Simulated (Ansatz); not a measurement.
NaF: moving F off its site

NaF, Fm-3m, a = 4.647 Å (as given, not relaxed at this level: 1.7 GPa). Ansatz: PBE, PAW, 420 eV, Γ-centred 8×8×8 mesh on 2 atoms, Gaussian smearing 0.05 eV; no spin polarisation.

```yaml
crystal:
  lattice:
    - [0.00000, 2.32330, 2.32330]
    - [2.32330, 0.00000, 2.32330]
    - [2.32330, 2.32330, 0.00000]
  atoms:
    - { symbol: Na, position: [0.00000, 0.00000, 0.00000] }
    - { symbol: F, position: [0.50000, 0.50000, 0.50000] }
```

Atom 2 (F) moves by x along the unit vector (0.000, 0.000, 1.000), with its periodic images; all else is held. y is the free energy of the cell over the start, F the force along the path summed over the moved atoms. Symmetry makes y even in x.

```
 x (Å) y (meV) F (eV/Å)
-0.200        ?         ?
-0.100    11.68      0.24
 0.000     0.00      0.00
 0.025     0.71     -0.06
 0.050     2.86     -0.12
 0.075     6.49     -0.18
 0.125    18.56     -0.31
 0.150    27.28     -0.39
 0.175    38.01     -0.47
```

Task: Fit y = c2 x² + c4 x⁴ to the energies of the other rows, give the force constant, and predict energy and force of the missing row.

Result: Least squares on the rows shown. y = 1132.9 x² + 3535.0 x⁴. The force constant is 2 c2 = 2.27 eV/Å² (for all images moving together, not for a lone atom). With two atoms in a cubic cell this is the optical mode at Γ without the LO field: ω = 521.5 √(2 c2/μ) = 243 cm⁻¹ for μ = 10.40 u. The force −dy/dx at the missing row is 0.57 eV/Å (computed 0.57). At x = -0.200 the fit asked for gives 50.97 meV. The run gave 50.99 meV, so the fit is 0.02 meV too low, a small miss on the scale of the series.